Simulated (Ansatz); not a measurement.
# CaF$_{2}$: relaxed-ion elastic tensor

Level of theory: DFT PBE, scalar-relativistic, plane waves, PAW (Ansatz). Settings: 420 eV plane-wave cutoff, Γ-centred 8×8×8 mesh, fixed occupations. No spin polarisation.

Equilibrium structure at this level:
```
Ca F
1.0
     0.00000    2.75538    2.75538
     2.75538    0.00000    2.75538
     2.75538    2.75538    0.00000
Ca F
1 2
Direct
  0.00000 0.00000 0.00000
  0.75000 0.75000 0.75000
  0.25000 0.25000 0.25000
```

The cell was relaxed from a distorted copy of a database structure.

(1) Give the relaxed-ion elastic constants (GPa, Voigt order xx yy zz yz xz xy, on the Cartesian axes of the cell above).

(2) Is the crystal stable against homogeneous strain?

(3) And the moduli of a polycrystal (Hill averages)?

Results:

(1)
```
154.1  39.4  39.4   0.0   0.0   0.0
 39.4 154.1  39.4   0.0   0.0   0.0
 39.4  39.4 154.1   0.0   0.0   0.0
  0.0   0.0   0.0  28.5   0.0   0.0
  0.0   0.0   0.0   0.0  28.5   0.0
  0.0   0.0   0.0   0.0   0.0  28.5
```

(2) Yes: the least eigenvalue of the tensor is 28.5 GPa.

(3) B = 78 GPa, G = 38 GPa, E = 98 GPa, ν = 0.29.
